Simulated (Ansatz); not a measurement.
# Y2AlN3: the cost of one run

Method: DFT PBE, scalar-relativistic, plane waves, PAW, in Ansatz 0.2.0.

### 1 Starting point

The structure is trigonal, space group P-3m1 (No. 164). Conventional cell: a = 3.538 Å, b = 3.538 Å, c = 8.667 Å, α = 90.00°, β = 90.00°, γ = 120.00°. Around Y (site symmetry 3m) lie 6 N at 2.50 Å. Al (site symmetry -3m) is surrounded by 6 N at 2.50 Å. Around N (site symmetry 3m) lie 3 Y at 2.50 Å and 3 Al at 2.50 Å. N (site symmetry -3m) has 6 Y at 2.50 Å as nearest neighbours.

Structure file:

```xyz
6
Lattice="3.5384 0.0000 0.0000 -1.7692 3.0643 0.0000 0.0000 0.0000 8.6672" Properties=species:S:1:pos:R:3 pbc="T T T"
Y     0.0000    2.0429    5.7781
Y     1.7692    1.0214    2.8891
Al    0.0000    0.0000    0.0000
N     1.7692    1.0214    7.2226
N     0.0000    0.0000    4.3336
N     0.0000    2.0429    1.4445
```

The start is an ordering of an alloy on its end members' structure types: elements ordered on the sites of the YN type, Al/Y on Y (P-3m1, No. 164).

### 2 The guess as it stands, on a coarse mesh

input.yaml

```yaml
crystal:
  lattice:
    - [3.53835983, 0.0, 0.0]
    - [-1.76917992, 3.0643095, 0.0]
    - [0.0, 0.0, 8.66717612]
  atoms:
    - { symbol: "Y", position: [0.33333333, 0.66666667, 0.66666667] }
    - { symbol: "Y", position: [0.66666667, 0.33333333, 0.33333333] }
    - { symbol: Al, position: [0.0, 0.0, 0.0] }
    - { symbol: "N", position: [0.66666667, 0.33333333, 0.83333333] }
    - { symbol: "N", position: [0.0, 0.0, 0.5] }
    - { symbol: "N", position: [0.33333333, 0.66666667, 0.16666667] }
basis:
  ecutwfc: 420
kpoints:
  mp_grid: { grid: [6, 6, 2] }
hamiltonian:
  xc: pbe
scf:
  occupations: { method: gaussian, width: 0.1 }
  lower_state_search: "off"
output:
  forces: true
  stress: true
  eigenvalues: true
```

On the command line:

```sh
> ansatz run input.yaml --threads 1 --pin off --max-ram 2560MiB --backend cpu --events-out ev --progress --plain --runs-dir out
```

**Question.** How long does this run take on 1 thread of Intel Xeon 6975P-C (Granite Rapids), shared host, and how much memory does it need?

About 1.1 s, with a peak of 0.37 GiB.
